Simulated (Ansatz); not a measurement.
Runs of Ansatz 0.2.0 on BaS. Symmetry: Fm-3m, No. 225, cubic system. Conventional cell: a = 6.388 Å, b = 6.388 Å, c = 6.388 Å, α = 90.00°, β = 90.00°, γ = 90.00°. Ba (site symmetry m-3m) has 6 S at 3.19 Å as nearest neighbours. S (site symmetry m-3m) has 6 Ba at 3.19 Å as nearest neighbours. 

| task | level | cell | cutoff (eV) | gap on the mesh (eV) | pressure (GPa) | relaxed volume (Å³/atom) |
| --- | --- | --- | --- | --- | --- | --- |
| relaxation of cell and atoms | revPBE+D4 | relaxed | - | 2.38 | 0.0 | 32.72 |
| relaxation of cell and atoms | revPBE | relaxed | - | (c) | 0.0 | (b) |
| relaxation of cell and atoms | PBEsol+D4 | relaxed | - | 2.07 | 0.0 | 31.21 |
| band structure | RPBE | as given | 136 | (a) | 2.4 | - |
| relaxation of cell and atoms | PBEsol | relaxed | - | 2.10 | 0.0 | 31.74 |

Alike in all rows: potentials or basis all-electron LAPW, scalar-relativistic; no spin polarisation; k mesh 7 × 7 × 7; smearing fermi-dirac 0.05 eV; basis error allowed 0.001 eV/atom.

Question: Estimate the missing entries.

Answer: (a) 2.41; (b) 34.18; (c) 2.44.

Caveats: spin-orbit coupling is left out, which moves the levels of the heavy elements; an odd mesh through Γ misses points on the zone boundary, where band edges often lie (some runs).

A k mesh can miss the band edges, and the runs leave out spin-orbit coupling on Ba.

Runs at the PBE level aren't shown here.
